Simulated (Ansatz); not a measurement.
**How HfB stores the work of compression**

Level of theory: DFT PBE, scalar-relativistic, plane waves, PAW in Ansatz. Run with 420 eV cutoff, 16×16×16 k-mesh, Gaussian smearing of 0.10 eV, no spin polarisation.

Reference structure (relaxed):

```xyz
2
Lattice="0.0000 2.4169 2.4169 2.4169 0.0000 2.4169 2.4169 2.4169 0.0000" Properties=species:S:1:pos:R:3 pbc="T T T"
Hf    2.4169    2.4169    2.4169
B     0.0000    0.0000    0.0000
```

Cell and atoms were relaxed at each target pressure within the start's symmetry (Fm-3m), at zero temperature; other phases can be more stable under pressure. H = E + PV with P the target; E is the free energy at the smearing used, whose derivative the pressure is, per atom and counted from zero pressure.

Spin–orbit coupling is left out, which can shift energies with elements as heavy as these.

```
P (GPa) V (Å³/atom) E − E0 (meV) H − H0 (meV)
      0       14.118           0.0           0.0
      3       13.880           2.2         262.1
      8       13.518          14.5         689.5
     15       13.079          45.7        1270.2
     30       12.318         151.1        2457.5
     60       11.228         450.2        4655.1
```

Task: Thermodynamics gives dH/dP = V along a relaxed path. Integrate V over P by the trapezoid rule and compare with the computed enthalpies.

Result: With 1 eV/Å³ = 160.22 GPa, each step adds the mean volume times ΔP / 160.22:
| P (GPa) | ∫V dP (meV) | H − H0 (meV) | difference (meV) |
| --- | --- | --- | --- |
| 3 | 262.1 | 262.1 | 0.0 |
| 8 | 689.6 | 689.5 | 0.2 |
| 15 | 1270.7 | 1270.2 | 0.4 |
| 30 | 2459.5 | 2457.5 | 2.0 |
| 60 | 4664.0 | 4655.1 | 8.9 |

V(P) curves upward, so the trapezoid rule runs high; integrating a smooth curve through the same points puts that excess at about 8.6 meV at 60 GPa, against the 8.9 meV found.

Task: At 60 GPa, how much of the enthalpy change is stored energy and how much is the PV term?

Result: E rises by 450 meV/atom and PV is 60 × 11.228 / 160.22 = 4205 meV/atom, so PV makes 90 % of ΔH. So between rival structures at high pressure a small difference in volume can outweigh the difference in energy: 1 % of this volume is worth 42.0 meV/atom at this pressure.

Task: What bulk modulus do the lowest pressures give?

Result: From the pressures that the runs reached, -3.03 GPa (14.381 Å³) and 2.98 GPa (13.880 Å³), B = −ΔP/Δln V = 6.01 / 0.0355 = 169 GPa, a mean over that range.